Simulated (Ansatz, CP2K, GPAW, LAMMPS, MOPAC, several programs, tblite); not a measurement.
**RbCl from cheap methods to r2SCAN**

Aim: run RbCl through methods of unlike cost and see what each gets, and at what price.

Computed with LAMMPS, MOPAC, tblite, CP2K, GPAW, Ansatz (versions at each run) (no spin polarisation, static lattice; gaps from single points on the cell relaxed beforehand with r²SCAN, unless a step's input says otherwise).

1 further run of the same task is left out (set aside as unsound or not needed).

**1. The system as given**

The structure is cubic, space group Fm-3m (No. 225). The conventional cell has a = 6.611 Å, b = 6.611 Å, c = 6.611 Å, α = 90.00°, β = 90.00°, γ = 90.00°. Rb (site symmetry m-3m) is surrounded by 6 Cl at 3.31 Å. Around Cl (site symmetry m-3m) lie 6 Rb at 3.31 Å.

Structure file:

```
CELL_PARAMETERS angstrom
0.00000 3.30573 3.30573
3.30573 0.00000 3.30573
3.30573 3.30573 0.00000
ATOMIC_POSITIONS crystal
Rb 0.00000 0.00000 0.00000
Cl 0.50000 0.50000 0.50000
```

**Question.** The methods are ffield.eim, PM6, PM7, GFN1-xTB (tblite), GFN2-xTB (tblite), PBE/DZVP, PBE/single-zeta, PBE/SZV, coarse PBE, GLLB-SC, PBE, r2SCAN. What gap does r2SCAN give on this cell, and which other methods (full PBE left aside) come nearest to r2SCAN and farthest in gap, volume and bulk modulus?

| quantity | value |
| --- | --- |
| r2SCAN | gap 5.56 eV, 36.12 Å³/atom, B₀ 17 GPa |
| gap: nearest and farthest of the other methods | coarse PBE (-0.60 eV), PM6 (+6.05 eV) |
| volume: nearest and farthest of the other methods | ffield.eim (-2.0 %), PBE/SZV (+6.3 %) |
| bulk modulus: nearest and farthest of the other methods | PBE/SZV (+6 %), ffield.eim (+777 %) |

What this shows: Among the 8 methods compared for the gap (full PBE left aside), coarse PBE is nearest to r2SCAN and PM6 farthest. For the volume, of the 4 methods compared (full PBE left aside), ffield.eim comes nearest to r2SCAN and PBE/SZV is farthest. For the bulk modulus, of the 4 methods compared (full PBE left aside), PBE/SZV comes nearest to r2SCAN and ffield.eim is farthest. A minimal basis or a coarse cutoff and mesh shifts results by its own error, so closeness to r2SCAN can be chance. Cluster runs see only the k-points that fold onto the zone centre, so their gaps can miss the band edges. GLLB-SC is compared with its derivative discontinuity added. GFN1-xTB (tblite) ended in an unphysical state and is left out of the comparison. No volume is given for PM6, PM7, GFN2-xTB (tblite), PBE/single-zeta, which can hide a larger miss. CPU times run from 0.16 s (ffield.eim) to 31 s (PBE/DZVP). On this cell PM6, PM7, GFN1-xTB (tblite), GFN2-xTB (tblite), PBE/DZVP, PBE/single-zeta, PBE/SZV, GLLB-SC cost more than r2SCAN itself (2.7 s), so they are no saving here. PM7 disagrees with r2SCAN even on whether there is a gap. r2SCAN is a yardstick, not the truth: it usually gives gaps below the measured ones.
